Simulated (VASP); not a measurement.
Ta:

```
Ta
1.0
    -1.65128    1.65128    1.65128
     1.65128   -1.65128    1.65128
     1.65128    1.65128   -1.65128
Ta
1
Cartesian
  0.0000 0.0000 0.0000
```

Base run:

- Program: VASP 6.6.1
- Functional: PBE
- Potentials or basis: VASP PAW PBE potentials, release 64 (Ta_pv)
- Cutoff: 520 eV
- k mesh: 11 × 11 × 11
- Occupations: fermi-dirac, width 0.05 eV
- Spin: no spin polarisation

Its results: band gap on the k mesh none (metal or under the smearing width); pressure 2.7 GPa.

Problem. The run is repeated on the same cell with these changes: functional from PBE to PBEsol. What comes out?

Solution. Band gap on the k mesh none (metal or under the smearing width); pressure -4.2 GPa.

PBEsol binds more tightly than PBE, so the same cell stands under less pressure.

Caveats: the PAW data sets were made with another functional, which shifts forces and pressure a little (some runs).

Not every run made on this cell is shown here.
